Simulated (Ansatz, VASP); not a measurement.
**Two plane-wave programs on LiF (Griceite)**

The input INCAR:

```
SYSTEM = LiF
PREC = Accurate
ENCUT = 520
EDIFF = 1E-6
ISMEAR = 0
SIGMA = 0.01
LREAL = .False.
LASPH = .True.
NELM = 80
ALGO = Normal
ISIF = 2
LWAVE = .False.
LCHARG = .False.
GGA = PE
NBANDS = 12
```

KPOINTS

```
regular mesh
0
Gamma
  8 8 8
  0 0 0
```

The input POSCAR:

```
LiF
1.0
    0.0000000000      2.0734172687      2.0734172687
    2.0734172687      0.0000000000      2.0734172687
    2.0734172687      2.0734172687      0.0000000000
Li F
1 1
Direct
    0.0000000000      0.0000000000      0.0000000000
    0.5000000000      0.5000000000      0.5000000000
```

Input for Ansatz:

```yaml
crystal:
  lattice:
    - [0.0, 2.0734172687, 2.0734172687]
    - [2.0734172687, 0.0, 2.0734172687]
    - [2.0734172687, 2.0734172687, 0.0]
  atoms:
    - { symbol: Li, position: [0.0, 0.0, 0.0] }
    - { symbol: F, position: [0.5, 0.5, 0.5] }
kpoints:
  mp_grid: { grid: [8, 8, 8] }
hamiltonian:
  xc: pbe
scf:
  occupations: { method: fixed }
  n_extra_bands: 4
output:
  forces: true
  stress: true
  eigenvalues: true
```

Alike in both runs: task single point; functional PBE; k mesh 8 × 8 × 8; no spin polarisation.

|  | VASP | Ansatz |
| --- | --- | --- |
| version | VASP 6.6.1 | Ansatz 0.2.0 |
| potentials or method | VASP PAW PBE potentials, release 64 (Li_sv, F) | plane waves, PAW |
| plane-wave cutoff (eV) | 520 | 420 |
| occupations | gaussian, width 0.01 eV | fixed |
| valence electrons in the cell | 10 | 10 |

|  | VASP | Ansatz | Ansatz less VASP |
| --- | --- | --- | --- |
| gap on the k mesh at the Fermi level (eV) | 8.35 | 8.35 | +0.002 |

 A k mesh can miss the band edges.
